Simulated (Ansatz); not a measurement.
# From band curvature to drive current

Plane-wave DFT in Ansatz, PBE, scalar-relativistic PAW potentials, cutoff 420 eV, no spin-orbit coupling; no spin polarisation. Relaxed crystals whose conduction band edge is a single valley at Γ; masses by central differences along the Cartesian axes of the standard setting.

| crystal | gap (eV) | gap kind | m_x | m_y | m_z (mₑ) |
| --- | --- | --- | --- | --- | --- |
| ZrO₂ (P4_2/nmc) | 4.03 | indirect | 0.613 | 0.613 | 2.3 |
| ZnS (F-43m) | 2.02 | direct | 0.168 | 0.168 | 0.168 |
| InP (F-43m) | 0.44 | direct | 0.039 | 0.039 | 0.039 |
| AlN (P6_3mc) | 4.03 | direct | 0.296 | 0.296 | 0.282 |
| Ga₂O₃ (C2/m) | 2.01 | indirect | 0.22 | 0.231 | 0.211 |

Problem. Take a film 3 nm thick, normal along z, current along x, at 300 K. Work out the injection velocity, the density-of-states capacitance and the confinement shift.

Solution. For a non-degenerate gas v_T = √(2k_BT/πm_x) = 5.38×10⁶ cm/s ÷ √(m_x/mₑ); one valley with both spins has C_Q = e²√(m_x m_y)/πħ² = 66.9 μF/cm² × √(m_x m_y)/mₑ; hard walls lift the first subband by ħ²π²/(2m_z t²) = 376 meV nm² ÷ (t² m_z/mₑ).
| crystal | v_T (10⁷ cm/s) | C_Q (μF/cm²) | shift (meV) |
| --- | --- | --- | --- |
| ZrO₂ (P4_2/nmc) | 0.69 | 41.0 | 18 |
| ZnS (F-43m) | 1.31 | 11.2 | 249 |
| InP (F-43m) | 2.72 | 2.6 | 1071 |
| AlN (P6_3mc) | 0.99 | 19.8 | 148 |
| Ga₂O₃ (C2/m) | 1.15 | 15.1 | 198 |

Problem. With a gate oxide of 1 nm equivalent thickness (3.45 μF/cm²), which gives the most current per gate overdrive in the ballistic limit?

Solution. The gate capacitance is the series value C_G = 1/(1/C_ox + 1/C_Q), and the current goes as C_G v_T: InP (F-43m) 1.00, ZnS (F-43m) 0.86, Ga₂O₃ (C2/m) 0.80, AlN (P6_3mc) 0.72, ZrO₂ (P4_2/nmc) 0.54 (relative). For an isotropic mass C_G v_T peaks where C_Q = C_ox, at about 0.05 mₑ. The lightest mass wins here, since its C_Q of 2.6 μF/cm² costs less than its speed gains. C_Q is the degenerate value and v_T the non-degenerate one; at high drain bias only forward-going states fill, which halves C_Q, while degeneracy raises the velocity, so values within about 10 % of each other aren't ranked. Scattering and the charge centroid are left out, and so are side valleys, which confinement lifts less and can make the lowest. Members with gaps over 3 eV here are hard to dope and contact. In oxides whose conduction band is of d states, electrons tend to self-trap as polarons, and the band mass says little. Where the shift is under 25 meV (ZrO₂ (P4_2/nmc)) higher subbands (the second lies three shifts above the first) fill in part at 300 K, so C_Q is larger than given. Where the shift is over a third of the gap (InP (F-43m)) the band isn't parabolic that far up, so the true shift is smaller and the mass larger. Semilocal functionals give gaps too small and so, as a rule, masses too light.

Cost: about 11 core-minutes for the runs cited, on Arm Neoverse V2, Arm Neoverse V1, Intel Xeon Platinum 8488C (Sapphire Rapids) (shared hosts).